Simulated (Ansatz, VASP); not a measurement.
**One calculation of O, two programs**

```
O
1.0
     1.76370    1.01827    3.88187
    -1.76370    1.01827    3.88187
     0.00000   -2.03655    3.88187
O
2
Cartesian
  0.0000 0.0000 11.0363
  0.0000 0.0000 0.6093
```

Alike in both runs: task relaxation of cell and atoms; functional PBEsol; k mesh 9 × 9 × 9; occupations gaussian, width 0.02 eV; collinear spin.

|  | VASP | Ansatz |
| --- | --- | --- |
| version | VASP 6.6.1 | Ansatz 0.2.0 |
| potentials or method | VASP PAW PBE potentials, release 64 (O) | scalar-relativistic, plane waves, PAW |
| plane-wave cutoff (eV) | 600 | 420 |
| valence electrons in the cell | 12 | 12 |

```tsv
	VASP	Ansatz	Ansatz less VASP
gap on the k mesh at the Fermi level, each at its own relaxed structure (eV)	1.55	1.77	+0.217
net moment per atom (μB)	1.00	1.00	0.000
size of the moment on the site where the two differ most (μB)	0.81	0.55	-0.258
relaxed volume (Å³/atom)	20.88	25.93	+5.044
relaxed cell length with the largest relative difference (Å)	4.250	4.723	+0.4738
energy change over the relaxation (meV/atom)	-2	-5	-2.5
```

Site moments also hang on the region over which each program counts them. One of these differences is far larger than is usual between the two programs; its cause wasn't traced.

Caveats: the standard files for N, O and F lose accuracy on very short bonds; the PAW data sets were made with another functional, which shifts forces and pressure a little (VASP); an odd mesh through Γ misses points on the zone boundary, where band edges often lie. As with any semilocal functional, this PBEsol gap is likely too small.
